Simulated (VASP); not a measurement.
Crystal: Ni.

```
Ni
1.0
     0.00000    1.73757    1.73757
     1.73757    0.00000    1.73757
     1.73757    1.73757    0.00000
Ni
1
Direct
  0.00000 0.00000 0.00000
```

```yaml
Program: VASP 6.6.1
Task: relaxation of cell and atoms
Functional: PBE
Dispersion: dDsC
Potentials_or_basis: VASP PAW PBE potentials, release 64 (Ni)
Cutoff: 600 eV
k_mesh: 10 × 10 × 10
Occupations: fermi-dirac, width 0.05 eV
Spin: collinear spin, ferromagnetic start
Starting_moments: "[1.0] μB"
```

At the start: pressure 2.1 GPa; volume 10.49 Å³/atom.

**Question.** Where does the relaxation end?

**Answer.** Over 6 steps the energy falls by 3.0 meV/atom and the volume is 10.59 Å³/atom (+0.9 %); space group Fm-3m (No. 225, to 0.05 Å); moment 0.70 μB per cell.

The path:
```tsv
step	energy change (eV)	largest force (eV/Å)	pressure (GPa)	volume (Å³)
1	0.0000	0.0000	2.05	10.49
2	-0.0048	0.0000	-2.09	10.70
3	-0.0046	0.0000	-1.75	10.68
4	-0.0030	0.0000	-0.17	10.59
5	-0.0029	0.0000	0.42	10.58
6	-0.0030	0.0000	0.06	10.59
```

Final structure:
```
CELL_PARAMETERS angstrom
0.00000 1.74296 1.74296
1.74296 0.00000 1.74296
1.74296 1.74296 0.00000
ATOMIC_POSITIONS crystal
Ni 0.00000 0.00000 0.00000
```

Caveat: pairwise dispersion overbinds metals, which lowers pressure and volume.
